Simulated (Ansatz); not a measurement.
**1T-SiSSe monolayer in a perpendicular field**

Wanted: the out-of-plane response of the 1T-SiSSe monolayer. A positive field points along +c.

Program: Ansatz 0.2.0. Level of theory: plane-wave DFT, LDA, Ansatz PAW, in the first sound run; inputs show where later runs differ. Results are calculated unless marked as measured.

Report form: the programs' logs are mostly left out.

**1. Set-up**

The cell holds 3 atoms: 1 Se, 1 Si and 1 S. Cell: a = 3.405 Å, b = 3.405 Å, c = 34.824 Å, α = 90.0°, β = 90.0°, γ = 120.0°. Vacuum lies along c.

**2. Relaxation**

The starting cell is a guess, so the in-plane lattice and the atoms are relaxed first, with the slab cut off from its images along the normal.

Input file input.yaml:

```yaml
crystal:
  lattice:
    - [3.405, 0.0, 0.0]
    - [-1.7025, 2.9488164999, 0.0]
    - [0.0, 0.0, 34.8236433981]
  atoms:
    - { symbol: Se, position: [0.6666666667, 0.3333333333, 0.4723802105] }
    - { symbol: Si, position: [0.0, 0.0, 0.5019353089] }
    - { symbol: S, position: [0.3333333333, 0.6666666667, 0.5276197895] }
  periodic: [true, true, false]
kpoints:
  mp_grid: { grid: [12, 12, 1] }
hamiltonian:
  xc: lda
scf:
  occupations: { method: fermi_dirac, width: 0.05 }
  convergence: { dr2_threshold: 1.0e-09 }
relax:
  f_tol: 0.004
  max_steps: 90
  cell: {}
output:
  write_potential: true
  write_density: true
  volumetric_format: npy
```

The run is started by

```bash
ansatz run input.yaml --threads 2 --pin off --max-ram 3072MiB --backend cpu --events-out ev --progress --plain --runs-dir out
```

The job ended after 43 s (2 threads of Intel Xeon Platinum 8488C (Sapphire Rapids), shared host; peak memory 0.57 GiB; 84 s of CPU time).

Step by step:

| step | energy less that of the first step (eV) | largest force component (eV/Å) | volume (Å³) |
| --- | --- | --- | --- |
| 1 | 0.0000 | 5.7255 | 349.65 |
| 2 | -1.5430 | 2.8105 | 352.00 |
| 3 | -2.1321 | 0.3690 | 344.47 |
| 4 | -2.1492 | 0.1756 | 336.84 |
| 5 | -2.1508 | 0.0314 | 337.76 |
| 6 | -2.1509 | 0.0199 | 337.47 |
| 7 | -2.1509 | 0.0071 | 337.17 |
| 8 | -2.1510 | 0.0008 | 337.07 |
| 9* | -2.1506 | 0.0008 | 337.07 |

Relaxation steps marked * repeat the geometry before them on a plane-wave basis chosen anew for their cell, so energy and pressure can jump there.

Forces are held to the 6 operations that the run works with; a distortion that breaks them can't arise in this run.

| cell as run | before | after | change |
| --- | --- | --- | --- |
| a (Å) | 3.405 | 3.343 | -1.8 % |
| b (Å) | 3.405 | 3.343 | -1.8 % |

The atoms that moved most (Å, along periodic axes as changes of fractional coordinates times the final cell, across vacuum about the mean position):

| atom | dx | dy | dz | length |
| --- | --- | --- | --- | --- |
| Se1 | 0.000 | 0.000 | -0.409 | 0.409 |
| S3 | 0.000 | 0.000 | 0.404 | 0.404 |
| Si2 | 0.000 | 0.000 | 0.005 | 0.005 |

The relaxed structure:

```xyz
3
Lattice="3.3432 0.0000 0.0000 -1.6716 2.8953 0.0000 0.0000 0.0000 34.8236" Properties=species:S:1:pos:R:3
Se    1.6716    0.9651   16.0410
Si    0.0000    0.0000   17.4845
S     0.0000    1.9302   18.7774
```

This step gave:

- energy at zero smearing: -6862.7833 eV

The lattice constant a goes from 3.405 to 3.343 Å.

**3. Atoms held, field 0**

A sawtooth potential applies the field, turning back in the middle of the vacuum. With the dipole correction the typed value is the field outside the slab. The induced dipole is small, so the SCF threshold is tight.

The cell differs from the one that the last finished run ended in (c 34.824 → 20.736 Å).

Input file input.yaml:

```yaml
crystal:
  lattice:
    - [3.3431803024, 0.0, 0.0]
    - [-1.6715901512, 2.8952790713, 0.0]
    - [0.0, 0.0, 20.736355663]
  atoms:
    - { symbol: Se, position: [0.6666666667, 0.3333333333, 0.4340203335] }
    - { symbol: Si, position: [0.0, 0.0, 0.5036303185] }
    - { symbol: S, position: [0.3333333333, 0.6666666667, 0.5659796665] }
kpoints:
  mp_grid: { grid: [18, 18, 1] }
  band_path:
    path: [[0, 0, 0], [0.5, 0, 0], [0.33333333, 0.33333333, 0], [0, 0, 0]]
    npoints: 16
hamiltonian:
  xc: lda
scf:
  occupations: { method: fermi_dirac, width: 0.02585 }
  convergence: { dr2_threshold: 1.0e-10 }
efield:
  axis: 3
  dipole_correction: true
  ramp_position: 0.97
  ramp_width: 0.06
  amplitude: 0
output:
  dos: { projected: true, e_range: [-6, 5] }
  bader: true
  write_potential: true
  write_density: true
  volumetric_format: npy
  elf: true
```

It took 18 s on 2 threads; peak memory 0.54 GiB.

Numbers from this step:

| Item | Value |
| --- | --- |
| dipole along the normal | -0.01561 e·Å |
| gap along the path | 0.5399 eV |
| smallest direct gap along the path | 1.361 eV |
| step between the vacuum levels | 0.2918 eV |
| ionisation energy, upper face | 6.057 eV |
| electron affinity, upper face | 5.517 eV |
| ionisation energy, lower face | 5.765 eV |
| gap, the smaller of path and mesh | 0.5399 eV |

Running mean over a fixed 2.7 Å (it still follows the layers) of the planar mean; the ramp of the sawtooth is left out. Electron's electrostatic potential energy less the Fermi level against z:

z (Å), electron's electrostatic potential energy less the Fermi level (eV) and a bar from the least value:
```
      3.0       5.48 #############################
      3.5       5.48 #############################
      4.0       5.48 #############################
      4.5       5.48 #############################
      5.0       5.48 #############################
      5.5       5.47 #############################
      6.0       5.43 #############################
      6.5       5.26 #############################
      7.0       4.47 ###########################
      7.5       2.84 ########################
      8.0       0.95 ###################
      8.5      -1.13 ###############
      9.0      -3.73 #########
      9.5      -6.28 ####
     10.0      -7.38 #
     10.5      -7.99 
     11.0      -7.81 
     11.5      -6.05 ####
     12.0      -3.15 ###########
     12.5      -0.50 ################
     13.0       1.97 ######################
     13.5       4.24 ###########################
     14.0       5.43 #############################
     14.5       5.70 ##############################
     15.0       5.76 ##############################
     15.5       5.77 ##############################
     16.0       5.77 ##############################
     16.5       5.77 ##############################
     17.0       5.77 ##############################
     17.5       5.77 ##############################
```

The density of states has structure finer than the step of the table below, so its rows give means over 0.2 eV, whole bins alone (the curve runs from -6 to 2.24 eV). Peaks (eV: height): -3.52: 4.47, -2.03: 3.13, -1.86: 4.25, -1.70: 7.02, -1.62: 7.79, -1.56: 3.31, -1.20: 5.27.

Table of density of states by energy, zero at the Fermi level of the run, which the smearing sets inside the gap; means over each step:

energy (eV), density of states (states/eV a cell) and a bar:
```
     -5.8       1.02 #######
     -5.6       0.66 #####
     -5.4       1.24 #########
     -5.2       1.00 #######
     -5.0       1.02 #######
     -4.8       1.19 #########
     -4.6       1.41 ##########
     -4.4       1.35 ##########
     -4.2       1.38 ##########
     -4.0       1.44 ##########
     -3.8       2.19 ################
     -3.6       2.36 #################
     -3.4       2.32 #################
     -3.2       1.09 ########
     -3.0       0.90 ######
     -2.8       0.84 ######
     -2.6       0.72 #####
     -2.4       1.53 ###########
     -2.2       2.00 ##############
     -2.0       2.49 ##################
     -1.8       3.65 ##########################
     -1.6       4.17 ##############################
     -1.4       1.94 ##############
     -1.2       3.21 #######################
     -1.0       1.52 ###########
     -0.8       0.96 #######
     -0.6       0.81 ######
     -0.4       0.94 #######
     -0.2       0.06 
      0.0       0.00 
      0.2       0.02 
      0.4       0.34 ##
      0.6       0.44 ###
      0.8       0.44 ###
      1.0       0.49 ####
      1.2       0.54 ####
      1.4       0.60 ####
      1.6       0.66 #####
      1.8       0.86 ######
      2.0       1.57 ###########
```

Projected DOS per atom over height of the atomic layer and energy from the Fermi level. Layers: Se Si S from below.

Ten even steps from '0' (0.02 states/eV) to '9' (1.79 states/eV), each cell a mean:
```
121
010
010
010
000
000
000
300
402
706
909
606
203
102
112
436
223
223
212
112
111
212
```
Columns: height of the atomic layer (Å) from 9 to 11.7 (not evenly spaced); rows upwards: energy from the Fermi level (eV) from -5.96 to 2.23.

The electronic bands at the labelled points (eV, zero at the Fermi level of the run, which the smearing sets inside the gap):

| point | band 10 | band 11 | band 12 | band 13 | band 14 | band 15 | band 16 | band 17 |
| --- | --- | --- | --- | --- | --- | --- | --- | --- |
| Γ | -1.54 | -1.54 | -0.33 | -0.33 | 2.50 | 3.65 | 4.27 | 4.27 |
| halfway | -3.20 | -2.90 | -1.69 | -0.59 | 1.79 | 4.39 | 5.23 | 5.57 |
| M | -3.68 | -3.38 | -1.77 | -1.10 | 0.26 | 3.93 | 4.49 | 5.37 |
| halfway | -5.00 | -3.79 | -1.97 | -1.60 | 1.64 | 4.83 | 5.26 | 5.53 |
| K | -5.41 | -5.12 | -1.91 | -1.69 | 1.97 | 5.34 | 5.48 | 6.60 |
| halfway | -4.52 | -2.53 | -2.01 | -1.20 | 2.69 | 4.47 | 5.27 | 5.83 |
| Γ | -1.54 | -1.54 | -0.33 | -0.33 | 2.50 | 3.65 | 4.27 | 4.27 |

ELF in the ca plane at fractional y = 0.000, with atoms of Si within 0.2 Å of it. It is the smooth field of the valence electrons, not physical close to the nuclei.

Values, 5 rows by 16 columns, each cell a mean:
```
0.00 0.00 0.00 0.00 0.00 0.01 0.08 0.29 0.45 0.43 0.23 0.05 0.00 0.00 0.00 0.00
0.00 0.00 0.00 0.00 0.00 0.09 0.47 0.63 0.54 0.57 0.63 0.35 0.04 0.00 0.00 0.00
0.00 0.00 0.00 0.00 0.01 0.16 0.65 0.70 0.40 0.47 0.74 0.54 0.07 0.00 0.00 0.00
0.00 0.00 0.00 0.00 0.00 0.05 0.33 0.55 0.57 0.59 0.52 0.23 0.02 0.00 0.00 0.00
0.00 0.00 0.00 0.00 0.00 0.01 0.04 0.22 0.37 0.35 0.17 0.02 0.00 0.00 0.00 0.00
```
Columns run along c (16.0 Å, from fractional 0.08 to 0.85 of the cell), rows up along a (3.3 Å). Atoms in or near the plane, at fractional coordinates: Si at (0.50, 0.00).

Electrostatic potential energy in the ca plane at fractional y = 0.000, with atoms of Si within 0.2 Å of it. With pseudopotentials it is smooth inside the atoms' cores, unlike the true potential.

Ten even steps from '0' (-31 eV) to '9' (4 eV), each cell a mean:
```
99999999999999999999873000168999999999999999
99999999999999999999886211578999999999999999
99999999999999999998777766778899999999999999
99999999999999999987667888877899999999999999
99999999999999999987567888876789999999999999
99999999999999999987777777777899999999999999
99999999999999999998887534678999999999999999
99999999999999999999884000278999999999999999
99999999999999999999872000068999999999999999
```
Columns run along c (16.0 Å, from fractional 0.08 to 0.85 of the cell; values clipped at the 3rd and 97th percentile), rows up along a (3.3 Å). Atoms in or near the plane, at fractional coordinates: Si at (0.50, 0.00).

Valence density in the ca plane at fractional y = 0.000, with atoms of Si within 0.2 Å of it. It is the smooth field of the valence electrons, not physical close to the nuclei.

Values in e/Å³, 5 rows by 16 columns, each cell a mean:
```
0.00 0.00 0.00 0.00 0.00 0.00 0.04 0.18 0.32 0.31 0.14 0.02 0.00 0.00 0.00 0.00
0.00 0.00 0.00 0.00 0.00 0.01 0.10 0.36 0.33 0.34 0.29 0.05 0.00 0.00 0.00 0.00
0.00 0.00 0.00 0.00 0.00 0.01 0.14 0.47 0.28 0.31 0.39 0.08 0.00 0.00 0.00 0.00
0.00 0.00 0.00 0.00 0.00 0.01 0.08 0.29 0.35 0.36 0.24 0.04 0.00 0.00 0.00 0.00
0.00 0.00 0.00 0.00 0.00 0.00 0.03 0.16 0.27 0.26 0.12 0.02 0.00 0.00 0.00 0.00
```
Columns run along c (16.0 Å, from fractional 0.08 to 0.85 of the cell), rows up along a (3.3 Å). Atoms in or near the plane, at fractional coordinates: Si at (0.50, 0.00).

The gap is 0.54 eV, with the valence edge 6.06 eV and the conduction edge 5.52 eV under the upper vacuum level.

**4. Single point, field 0.1 V/Å**

Changes to input.yaml since step 3:

```diff
@@ -24,6 +24,4 @@
   ramp_width: 0.06
-  amplitude: 0
+  amplitude: 0.1
 output:
-  dos: { projected: true, e_range: [-6, 5] }
-  bader: true
   write_potential: true
@@ -31,2 +29 @@
   volumetric_format: npy
-  elf: true
```

The job ended after 8.7 s (2 threads; peak memory 0.48 GiB; 17 s of CPU time).

The dipole is 0.0103 e·Å, 0.0259 e·Å from its value without field, and the gap 0.545 eV.

**5. Atoms held, field -0.1 V/Å**

Changes to input.yaml since step 4:

```diff
@@ -24,3 +24,3 @@
   ramp_width: 0.06
-  amplitude: 0.1
+  amplitude: -0.1
 output:
```

Wall time 8.4 s (2 threads); peak memory 0.51 GiB; 16 s of CPU time.

The dipole is -0.0415 e·Å, -0.0259 e·Å from its value without field, and the gap 0.534 eV.

**6. Single point, field 0.5 V/Å**

Changes to input.yaml since step 5:

```diff
@@ -24,3 +24,3 @@
   ramp_width: 0.06
-  amplitude: -0.1
+  amplitude: 0.5
 output:
```

Elapsed: 11 s, on 2 threads; peak memory 0.51 GiB.

The dipole is 0.114 e·Å, 0.130 e·Å from its value without field, and the gap 0.566 eV.

**7. Atoms held, field -0.3 V/Å**

Changes to input.yaml since step 6:

```diff
@@ -24,4 +24,6 @@
   ramp_width: 0.06
-  amplitude: 0.5
+  amplitude: -0.3
 output:
+  dos: { projected: true, e_range: [-6, 5] }
+  bader: true
   write_potential: true
@@ -29 +31,2 @@
   volumetric_format: npy
+  elf: true
```

Wall time 19 s (2 threads); peak memory 0.52 GiB; 37 s of CPU time.

The dipole is -0.0933 e·Å, -0.0777 e·Å from its value without field, and the gap 0.524 eV.

**8. Response, atoms held**

This step: plane-wave DFT, LDA, Ansatz PAW; response to a field along the normal, atoms held (Ansatz 0.2.0).

The dipoles give the slope, and the difference of two potentials shows where the field is screened.

This step gave:

* equivalent conductor thickness p/(ε₀AE): 4.841 Å
* distance between the outer atoms: 2.736 Å

The dipole of the cell by applied field:

| applied field (V/Å) | dipole of the cell (e·Å) |
| --- | --- |
| -0.300 | -0.0933 |
| -0.100 | -0.0415 |
| 0.000 | -0.0156 |
| 0.100 | 0.0103 |
| 0.500 | 0.114 |

Local field over the applied field, running mean. From the potentials at -0.1 and 0.1 V/Å; running mean over 2.5 Å. The local field over applied field by z:

| z (Å) | local field over applied field |
| --- | --- |
| 4.03 | 1.000 |
| 4.46 | 0.999 |
| 4.90 | 0.997 |
| 5.33 | 0.991 |
| 5.76 | 0.977 |
| 6.19 | 0.944 |
| 6.62 | 0.878 |
| 7.06 | 0.767 |
| 7.49 | 0.625 |
| 7.92 | 0.470 |
| 8.35 | 0.314 |
| 8.78 | 0.183 |
| 9.22 | 0.109 |
| 9.65 | 0.0773 |
| 10.08 | 0.0590 |
| 10.66 | 0.0643 |
| 11.09 | 0.0954 |
| 11.52 | 0.146 |
| 11.95 | 0.229 |
| 12.38 | 0.360 |
| 12.82 | 0.517 |
| 13.25 | 0.669 |
| 13.68 | 0.805 |
| 14.11 | 0.903 |
| 14.54 | 0.958 |
| 14.98 | 0.983 |
| 15.41 | 0.994 |
| 15.84 | 0.998 |
| 16.27 | 0.999 |
| 16.70 | 1.000 |

Electrons, planar mean, per unit field. The induced electron density by z:

| z (Å) | induced electron density (e/Å³ per V/Å) |
| --- | --- |
| 4.03 | 1.5e-6 |
| 4.46 | 4.4e-6 |
| 4.90 | 1.3e-5 |
| 5.33 | 3.7e-5 |
| 5.76 | 1.0e-4 |
| 6.19 | 2.7e-4 |
| 6.62 | 6.5e-4 |
| 7.06 | 0.00144 |
| 7.49 | 0.00267 |
| 7.92 | 0.00356 |
| 8.35 | 0.00231 |
| 8.78 | 0.00106 |
| 9.22 | 8.8e-4 |
| 9.65 | -4.4e-4 |
| 10.08 | -0.00177 |
| 10.66 | 0.00123 |
| 11.09 | 9.4e-4 |
| 11.52 | -0.00105 |
| 11.95 | -0.00116 |
| 12.38 | -0.00283 |
| 12.82 | -0.00348 |
| 13.25 | -0.00232 |
| 13.68 | -0.00116 |
| 14.11 | -4.9e-4 |
| 14.54 | -1.9e-4 |
| 14.98 | -6.9e-5 |
| 15.41 | -2.4e-5 |
| 15.84 | -8.2e-6 |
| 16.27 | -2.8e-6 |
| 16.70 | -8.9e-7 |

The smaller of the gaps on the path and on the k-mesh, counted as 0 under 0.03 eV. Gap against applied field:

| applied field (V/Å) | gap (eV) |
| --- | --- |
| -0.300 | 0.523 |
| -0.100 | 0.534 |
| 0.000 | 0.540 |
| 0.100 | 0.545 |
| 0.500 | 0.566 |

By hand: between -0.1 and 0.1 V/Å the dipole changes by 0.05179 e·Å, a slope of 0.2590 e·Å²/V. A perfect conductor of thickness t has p = ε₀AEt, so t = 180.95 × 0.2590 / 9.679 = 4.84 Å (e/ε₀ = 180.95 V·Å, A in Å²).

The induced dipole is that of a conductor 4.84 Å thick.

**9. Field on, atoms free, field 0.1 V/Å**

This step: plane-wave DFT, LDA, Ansatz PAW (Ansatz 0.2.0).

Now the atoms may follow the field. A weak field makes forces of meV/Å to tens of meV/Å, so the force tolerance is set well below the usual one.

input.yaml, the sections that differ from step 7:

```yaml
kpoints:
  mp_grid: { grid: [12, 12, 1] }
efield:
  axis: 3
  dipole_correction: true
  ramp_position: 0.97
  ramp_width: 0.06
  amplitude: 0.1
relax:
  f_tol: 0.001
  max_steps: 60
output:
  write_potential: true
  write_density: true
  volumetric_format: npy
# crystal, hamiltonian, scf: as in step 7
```

Wall time 8.1 s (2 threads); peak memory 0.45 GiB; 15 s of CPU time.

No atom moved by 0.005 Å in the relaxation.

Numbers from this step:

```yaml
dipole_along_the_normal: 0.01057 e·Å
```

The relaxation took 3 steps and lowered the energy by 1.3e-5 eV; the largest force on the free atoms ends at 4.8e-4 eV/Å.

The dipole is 0.0106 e·Å, 0.0262 e·Å from its value without field, and the gap on the mesh 0.542 eV.

**10. Field on, atoms free, field -0.1 V/Å**

The opposite sign, again from the field-free geometry; the difference of the two cancels what relaxes without a field.

Changes to input.yaml since step 9:

```diff
@@ -21,3 +21,3 @@
   ramp_width: 0.06
-  amplitude: 0.1
+  amplitude: -0.1
 relax:
```

It took 6.4 s on 2 threads; peak memory 0.45 GiB; 12 s of CPU time.

No atom moved by 0.005 Å in the relaxation.

This step gave:

- dipole along the normal: -0.04182 e·Å

The relaxation took 3 steps and lowered the energy by 1.8e-5 eV; the largest force on the free atoms ends at 6.5e-4 eV/Å.

The dipole is -0.0418 e·Å, -0.0262 e·Å from its value without field, and the gap on the mesh 0.541 eV.

**11. Response, atoms relaxed**

This step: plane-wave DFT, LDA, Ansatz PAW; response to a field along the normal, atoms relaxed (Ansatz 0.2.0).

The same analysis on the two relaxed runs holds the ionic part too; their mesh is coarser, so small differences from the held value can come from that.

This step gave:

| Quantity | Value |
| --- | --- |
| equivalent conductor thickness p/(ε₀AE) | 4.898 Å |
| distance between the outer atoms | 2.737 Å |

Dipole of the cell against applied field:

| applied field (V/Å) | dipole of the cell (e·Å) |
| --- | --- |
| -0.1000 | -0.0418 |
| 0.1000 | 0.0106 |

Local field over the applied field, running mean. From the potentials at -0.1 and 0.1 V/Å; running mean over 2.5 Å. The local field over applied field by z:

| z (Å) | local field over applied field |
| --- | --- |
| 4.03 | 1.000 |
| 4.46 | 0.999 |
| 4.90 | 0.997 |
| 5.33 | 0.991 |
| 5.76 | 0.977 |
| 6.19 | 0.943 |
| 6.62 | 0.874 |
| 7.06 | 0.760 |
| 7.49 | 0.631 |
| 7.92 | 0.487 |
| 8.35 | 0.360 |
| 8.78 | 0.238 |
| 9.22 | 0.0963 |
| 9.65 | -0.0142 |
| 10.08 | -0.0324 |
| 10.66 | 0.00765 |
| 11.09 | 0.0360 |
| 11.52 | 0.115 |
| 11.95 | 0.272 |
| 12.38 | 0.445 |
| 12.82 | 0.549 |
| 13.25 | 0.666 |
| 13.68 | 0.777 |
| 14.11 | 0.895 |
| 14.54 | 0.956 |
| 14.98 | 0.983 |
| 15.41 | 0.994 |
| 15.84 | 0.998 |
| 16.27 | 0.999 |
| 16.70 | 1.000 |

Electrons, planar mean, per unit field. The induced electron density by z:

z (Å), induced electron density (e/Å³ per V/Å) and a bar from the least value:
```
      4.5     0.0000 ##############
      5.0     0.0000 ##############
      5.5     0.0001 ###############
      6.0     0.0002 ###############
      6.5     0.0005 ################
      7.0     0.0013 ##################
      7.5     0.0029 ######################
      8.0     0.0041 #########################
      8.5     0.0059 ##############################
      9.0     0.0005 ################
      9.5    -0.0055 
     10.0    -0.0025 ########
     10.5     0.0011 #################
     11.0     0.0043 ##########################
     11.5     0.0003 ###############
     12.0    -0.0014 ###########
     12.5    -0.0053 
     13.0    -0.0038 #####
     13.5    -0.0017 ##########
     14.0    -0.0006 #############
     14.5    -0.0002 ##############
     15.0    -0.0001 ##############
     15.5     0.0000 ##############
     16.0     0.0000 ##############
     16.5     0.0000 ##############
```

The induced dipole is that of a conductor 4.90 Å thick.

(Part 1 of 2 ends here.)

[Logs are printed without paths, hosts, clocks, repeated set-up lines and the standing remarks that a program may print on its own settings, such as how far it seeks lower states.]

[Hosts, paths, dates, database ids (printed as entryN), source tags and the programs' standing remarks are cut or masked in the printed files.]

[Maps of the electrostatic potential energy from Ansatz leave out the sawtooth potential of an applied field or a dipole correction, so their vacuum need not be flat; planar profiles and work functions include it.]

[The density of states shown here was stored with 400 of the rows of the run's finer table, so its peaks can read low, often by over a quarter, or be missed, and its means over a window can be off by a tenth or more.]
